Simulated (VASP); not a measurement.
# LaH3 (Fm-3m) in VASP: a series of runs, part 2 of 2

VASP 6.6.1. Earlier steps stand in the parts before.

**4. Single point, LDA**

INCAR reads:

```
PREC = Accurate
ENCUT = 450
EDIFF = 1E-6
ISMEAR = -5
SIGMA = 0.05
LREAL = F
LASPH = T
NELM = 100
ALGO = Normal
ISIF = 2
LWAVE = F
LCHARG = F
GGA = CA
NBANDS = 15
ADDGRID = F
```

KPOINTS reads:

```
regular mesh
0
Gamma
  6 6 6
```

POSCAR reads:

```
LaH3
1.0
    0.0000000000      2.7864794500      2.7864794500
    2.7864794500      0.0000000000      2.7864794500
    2.7864794500      2.7864794500      0.0000000000
La H
1 3
Direct
    0.0000000000      0.0000000000      0.0000000000
    0.2500000000      0.2500000000      0.2500000000
    0.7500000000      0.7500000000      0.7500000000
    0.5000000000      0.5000000000      0.5000000000
```

Potentials or basis: VASP PAW LDA potentials, release 64 (La, H).

On the command line:

```
cat potpaw_LDA.64/La/POTCAR potpaw_LDA.64/H/POTCAR > POTCAR
mpirun -np 1 vasp_std > vasp.out
```

OUTCAR:

```text
PREC = Accurate
   ENCUT = 450
   EDIFF = 1E-6
   ISMEAR = -5
   LREAL = F
   LASPH = T
   NELM = 100
   ISIF = 2
   GGA = CA

 Found     16 irreducible k-points:

 Following reciprocal coordinates:
            Coordinates               Weight
  0.000000  0.000000  0.000000      1.000000
  0.166667  0.000000  0.000000      8.000000
  0.333333  0.000000  0.000000      8.000000
  0.500000  0.000000  0.000000      4.000000
  0.166667  0.166667  0.000000      6.000000
  0.333333  0.166667  0.000000     24.000000
   k-points           NKPTS =     16   k-points in BZ     NKDIM =     16   number of bands    NBANDS=     15
   number of dos      NEDOS =    301   number of ions     NIONS =      4
   total plane-waves  NPLWV =  21952
   dimension x,y,z NGX =    28 NGY =   28 NGZ =   28
   dimension x,y,z NGXF=    56 NGYF=   56 NGZF=   56
   ions per type =               1   3
   NGX,Y,Z   is equivalent  to a cutoff of  11.81, 11.81, 11.81 a.u.
   NGXF,Y,Z  is equivalent  to a cutoff of  23.62, 23.62, 23.62 a.u.
 SYSTEM =  unknown system
   PREC   = accura    normal or accurate (medium, high low for compatibility)
   ISTART =      0    job   : 0-new  1-cont  2-samecut
   ICHARG =      2    charge: 1-file 2-atom 10-const
   ISPIN  =      1    spin polarized calculation?
   LNONCOLLINEAR =      F non collinear calculations
   LSORBIT =      F    spin-orbit coupling
   LASPH  =      T    aspherical Exc in radial PAW
   ENCUT  =  450.0 eV  33.07 Ry    5.75 a.u.   6.82  6.82  6.82*2*pi/ulx,y,z
   NELM   =    100;   NELMIN=  2; NELMDL= -5     # of ELM steps
   EDIFF  = 0.1E-05   stopping-criterion for ELM
   LREAL  =      F    real-space projection
   EDIFFG = 0.1E-04   stopping-criterion for IOM
   NSW    =      0    number of steps for IOM
   IBRION =     -1    ionic relax: 0-MD 1-quasi-New 2-CG
   NFREE  =      0    steps in history (QN), initial steepest desc. (CG)
   ISIF   =      2    stress and relaxation
   ISYM   =      2    0-nonsym 1-usesym 2-fastsym
   POTIM  = 0.5000    time-step for ionic-motion
   TEBEG  =    0.0;   TEEND  =   0.0 temperature during run
   PSTRESS=    0.0 pullay stress
   NELECT =      14.0000    total number of electrons
   NUPDOWN=      -1.0000    fix difference up-down
   EMIN   =  10.00;   EMAX   =-10.00  energy-range for DOS
   EFERMI =   0.00;   METHOD = LEGACY
   ISMEAR =    -5;   SIGMA  =   0.05  broadening in eV -4-tet -1-fermi 0-gaus
   EFERMI_NEDOS =   21; number of points for ismear=-14 and -15
   IALGO  =     38    algorithm
   IMIX   =      4    mixing-type and parameters
     AMIX     =   0.40;   BMIX     =  1.00
     AMIX_MAG =   1.60;   BMIX_MAG =  1.00
  volume/ion in A,a.u.               =      10.82        73.00
  Fermi-wavevector in a.u.,A,eV,Ry     =   1.123876  2.123817 17.185477  1.263097
  Thomas-Fermi vector in A             =   2.260545
   LORBIT       =      0    0 simple, 1 ext, 2 COOP (PROOUT), +10 PAW based schemes
   GGA     = CA    functional components
   LHFCALC =     F    Hartree Fock is set to
   AEXX    =    0.0000 exact exchange contribution
   IVDW    =     0    specifies the selected vdW correction
   LEPSILON=     F    determine dielectric tensor
   LRPA    =     F    only Hartree local field effects (RPA)
 non-spin polarized calculation
 Fermi weights with tetrahedron method with Bloechl corrections
  energy-cutoff  :      450.00
  volume of cell :       43.27
 maximum number of plane-waves:       960
   NGX = 13   NGY = 13   NGZ = 13

 number of electron      14.0000001 magnetization

 Free energy of the ion-electron system (eV)
  ---------------------------------------------------
  ext. energy  EPLUGINS =         0.00000000
  ---------------------------------------------------
  free energy    TOTEN  =       -18.57664431 eV

  energy without entropy =      -18.57664431  energy(sigma->0) =      -18.57664431

 E-fermi :   7.6870     XC(G=0): -10.2962

 val. band max:        7.8224377473   @ k =   0.0000   0.0000   0.0000
 cond. band min:       7.6602194338   @ k =   0.5000   0.0000   0.0000
 fundamental gap:     -0.1622183135
 Fermi energy:         7.6870220609

 k-point     1 :       0.0000    0.0000    0.0000
  band No.  band energies     occupation
      1     -25.6610      2.00000
      2      -8.9389      2.00000
      3      -8.9389      2.00000
      4      -8.9389      2.00000
      5      -0.4563      2.00000
      6       4.6562      2.00000
      7       7.8224      1.95468
      8       7.8224      0.00000
      9       7.8224      0.00000
     10       8.1491      0.00000
     11       8.6729      0.00000
     12       8.6729      0.00000
     13       8.6729      0.00000
     14       9.2502      0.00000
     15       9.2502      0.00000

 k-point     2 :       0.1667    0.0000    0.0000
  band No.  band energies     occupation
      1     -25.6289      2.00000
      2      -9.2757      2.00000
      3      -8.9719      2.00000
      4      -8.9719      2.00000
      5       0.1975      2.00000
      6       3.8942      2.00000
      7       6.9130      2.00074
      8       7.9664      0.00000
      9       7.9664      0.00000
     10       8.6428      0.00000
     11       8.6428      0.00000
     12       8.7040      0.00000
     13       9.2504      0.00000
     14       9.2504      0.00000
     15       9.2539      0.00000

 k-point     3 :       0.3333    0.0000    0.0000
  band No.  band energies     occupation
      1     -25.5637      2.00000
      2      -9.8658      2.00000
      3      -9.0365      2.00000
      4      -9.0365      2.00000
      5       1.3048      2.00000
      6       3.3710      2.00000
      7       5.7810      2.00000
      8       7.8367      0.00111
      9       7.8367      0.00094
     10       8.7036      0.00000
     11       8.7036      0.00000
     12       9.0984      0.00000
     13       9.1771      0.00000
     14       9.1771      0.00000
     15       9.2611      0.00000

 k-point     4 :       0.5000    0.0000    0.0000
  band No.  band energies     occupation
      1     -25.5306      2.00000
      2     -10.1307      2.00000
      3      -9.0682      2.00000
      4      -9.0682      2.00000
      5       1.5581      2.00000
      6       3.6028      2.00000
      7       5.4660      2.00000
      8       7.6602      0.01428
      9       7.6602      0.00409
     10       8.7471      0.00000
     11       8.7471      0.00000
     12       9.1461      0.00000
     13       9.1461      0.00000
     14       9.1489      0.00000
     15       9.2647      0.00000

 k-point     5 :       0.1667    0.1667    0.0000
  band No.  band energies     occupation
      1     -25.6183      2.00000
      2      -9.2819      2.00000
      3      -9.0322      2.00000
      4      -9.0322      2.00000
      5       0.4129      2.00000
      6       3.6169      2.00000
      7       6.3902      2.00377
      8       8.1472      0.00000
      9       8.1472      0.00000
     10       8.6297      0.00000
     11       8.8099      0.00000
     12       8.8099      0.00000
     13       9.0867      0.00000
     14       9.4484      0.00000
     15       9.4529      0.00000

 k-point     6 :       0.3333    0.1667    0.0000
  band No.  band energies     occupation
      1     -25.5642      2.00000
      2      -9.7070      2.00000
      3      -9.1296      2.00000
      4      -9.1097      2.00000
      5       1.4545      2.00000
      6       3.0431      2.00000
      7       5.0967      2.00000
      8       8.2679      0.00000
      9       8.5204      0.00000
     10       8.7137      0.00000
     11       8.8350      0.00000
     12       9.0293      0.00000
     13       9.0593      0.00000
     14       9.2890      0.00000
     15       9.5597      0.00000

 [... further k-points ...]

------------------------ aborting loop because EDIFF is reached ----------------------------------------

  FORCE on cell =-STRESS in cart. coord.  units (eV):
  Direction    XX          YY          ZZ          XY          YZ          ZX
  --------------------------------------------------------------------------------------
  -------------------------------------------------------------------------------------
  Total       -1.3295139     -1.3295139     -1.3295139     -0.0000000     -0.0000000      0.0000000
  in kB      -49.2272919    -49.2272919    -49.2272919     -0.0000000     -0.0000000      0.0000000
  external PRESSURE =     -49.2272919 kB  Pullay stress =       0.0000000 kB

 VOLUME and BASIS-vectors are now :
 -----------------------------------------------------------------------------
  energy-cutoff  :      450.00
  volume of cell :       43.27
      direct lattice vectors                 reciprocal lattice vectors
     0.000000000  2.786479450  2.786479450    -0.179437892  0.179437892  0.179437892
     2.786479450  0.000000000  2.786479450     0.179437892 -0.179437892  0.179437892
     2.786479450  2.786479450  0.000000000     0.179437892  0.179437892 -0.179437892

 POSITION                                       TOTAL-FORCE (eV/Angst)
 -----------------------------------------------------------------------------------
      0.00000      0.00000      0.00000         0.000000      0.000000      0.000000
      1.39324      1.39324      1.39324         0.000000      0.000000     -0.000000
      4.17972      4.17972      4.17972        -0.000000     -0.000000      0.000000
      2.78648      2.78648      2.78648         0.000000      0.000000     -0.000000
 -----------------------------------------------------------------------------------
    total drift:                               -0.000000     -0.000000      0.000000

  FREE ENERGIE OF THE ION-ELECTRON SYSTEM (eV)
  ---------------------------------------------------
  free  energy   TOTEN  =       -18.5766443103 eV

  energy  without entropy=      -18.5766443103  energy(sigma->0) =      -18.57664431
```

OSZICAR:

```text
N       E                     dE             d eps       ncg     rms          rms(c)
DAV:   1     0.916556393790E+02    0.91656E+02   -0.45360E+03   488   0.111E+03
DAV:   2    -0.951883381888E+01   -0.10117E+03   -0.86226E+02   565   0.180E+02
DAV:   3    -0.187792062431E+02   -0.92604E+01   -0.91206E+01   649   0.771E+01
DAV:   4    -0.192772006541E+02   -0.49799E+00   -0.49738E+00   760   0.147E+01
DAV:   5    -0.192979469476E+02   -0.20746E-01   -0.20745E-01   702   0.254E+00    0.538E+00
DAV:   6    -0.187156108254E+02    0.58234E+00   -0.93111E-01   805   0.541E+00    0.258E+00
DAV:   7    -0.185806856965E+02    0.13493E+00   -0.42529E-01   672   0.280E+00    0.644E-01
DAV:   8    -0.185765876698E+02    0.40980E-02   -0.19273E-02   750   0.138E+00    0.205E-01
DAV:   9    -0.185766598150E+02   -0.72145E-04   -0.61186E-04   684   0.156E-01    0.561E-02
DAV:  10    -0.185766441349E+02    0.15680E-04   -0.86369E-05   784   0.529E-02    0.790E-03
DAV:  11    -0.185766447393E+02   -0.60441E-06   -0.13536E-05   837   0.239E-02    0.362E-03
DAV:  12    -0.185766443103E+02    0.42896E-06   -0.37508E-06   777   0.158E-02
   1 F= -.18576644E+02 E0= -.18576644E+02  d E =0.000000E+00
```

It took 10 s on 1 thread of Intel Xeon Platinum 8488C (Sapphire Rapids), shared host; peak memory 0.15 GiB.

The run converged, but some of its settings lie outside the range that counts as converged, so its numbers aren't taken as properties of the crystal.

What came out:

- Free energy: -18.5766 eV
- Pressure: -4.9 GPa
- Band gap on the k mesh: none (metal or under the smearing width)

Caveat: tetrahedron occupations give inexact forces and stress in metals.

**5. Single point, LDA**

INCAR is that of step 4.

KPOINTS is that of step 4.

POSCAR reads:

```
LaH3
1.0
    0.0000000000      2.7864794500      2.7864794500
    2.7864794500      0.0000000000      2.7864794500
    2.7864794500      2.7864794500      0.0000000000
La H
1 3
Direct
    0.0010720000     -0.0024160000     -0.0049440000
    0.2532360000      0.2274950000      0.2357170000
    0.7573300000      0.7385030000      0.7643790000
    0.4948670000      0.5128930000      0.4979460000
```

On the command line:

```
cat potpaw_LDA.64/La/POTCAR potpaw_LDA.64/H/POTCAR > POTCAR
mpirun -np 1 vasp_std > vasp.out
```

Wall time 37 s (1 thread of Intel Xeon Platinum 8488C (Sapphire Rapids), shared host); peak memory 0.19 GiB.

These settings aren't checked as converged: the numbers below hold their error.

Results:

| Quantity | Value |
| --- | --- |
| Free energy | -18.5504 eV |
| Pressure | -4.7 GPa |
| Largest force | 0.329 eV/Å |
| Band gap on the k mesh | none (metal or under the smearing width) |

Caveat: tetrahedron occupations give inexact forces and stress in metals.
